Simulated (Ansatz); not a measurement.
# BaTiO3: a single-point run

Aim: a sound single-point run of BaTiO3. The structure is shown as the input types it.

Method: density functional or hybrid calculation with the settings of its input, plane waves (as first typed), in Ansatz 0.2.0.

2 further runs of the same task are left out: 2 that didn't finish.

## (1) Starting point

The structure is orthorhombic, space group Amm2 (No. 38). Conventional cell: a = 3.963 Å, b = 5.715 Å, c = 5.748 Å, α = 90.00°, β = 90.00°, γ = 90.00°. Ba (site symmetry mm2) has 12 O at 2.77 to 2.98 Å as nearest neighbours. Around Ti (site symmetry mm2) lie 6 O at 1.85 to 2.21 Å. Around O (site symmetry mm2) lie 2 Ti at 1.99 Å and 4 Ba at 2.77 to 2.98 Å. O (site symmetry m) is surrounded by 2 Ti at 1.85 to 2.21 Å.

As a file:

```cif
data_structure
_symmetry_space_group_name_H-M 'Amm2'
_symmetry_Int_Tables_number 38
_cell_length_a 3.9634
_cell_length_b 5.7155
_cell_length_c 5.7484
_cell_angle_alpha 90.000
_cell_angle_beta 90.000
_cell_angle_gamma 90.000
_cell_volume 130.22
loop_
_atom_site_label
_atom_site_type_symbol
_atom_site_symmetry_multiplicity
_atom_site_Wyckoff_symbol
_atom_site_fract_x
_atom_site_fract_y
_atom_site_fract_z
_atom_site_occupancy
Ba1 Ba 2 a 0.00000 0.50000 0.50841 1
Ti1 Ti 2 b 0.50000 0.50000 0.02396 1
O1 O 2 a 0.00000 0.50000 0.99039 1
O2 O 4 e 0.50000 0.25691 0.23706 1
```

## (2) The calculation

The input, input.yaml:

```yaml
crystal:
  lattice:
    - [3.963414398, 0.0, 0.0]
    - [0.0, 2.8577462615, 2.8742108424]
    - [0.0, -2.8577462615, 2.8742108424]
  atoms:
    - { symbol: Ba, position: [0.0, 0.0084123005, 0.0084123005] }
    - { symbol: Ti, position: [0.5, 0.5239607265, 0.5239607265] }
    - { symbol: O, position: [0.0, 0.4903884208, 0.4903884208] }
    - { symbol: O, position: [0.5, 0.4939726399, 0.9801459124] }
    - { symbol: O, position: [0.5, 0.9801459124, 0.4939726399] }
kpoints:
  mp_grid: { grid: [4, 4, 4] }
hamiltonian:
  xc: scan
scf:
  occupations: { method: fixed }
  n_extra_bands: 5
output:
  forces: true
  stress: true
  eigenvalues: true
```

Started as:

```sh
ansatz run input.yaml --threads 4 --pin off --max-ram 4608MiB --backend cpu --events-out ev --progress --plain --runs-dir out
```

**Question.** How will this run end, and is anything wrong with its input?

The run ended at the input check. Its message: «line 15 column 7: hamiltonian.xc: unknown variant `scan`, expected one of `lda`, `lda-pw`, `pw92`, `pbe`, `pbesol`, `rpbe`, `revpbe`, `blyp`, ...»

In the input, hamiltonian.xc is scan. The functional or method isn't one that the program knows by that name.

What to do: set hamiltonian.xc to r2scan. Any name on the list would pass the check; a listed functional of a like name need not be the same functional.
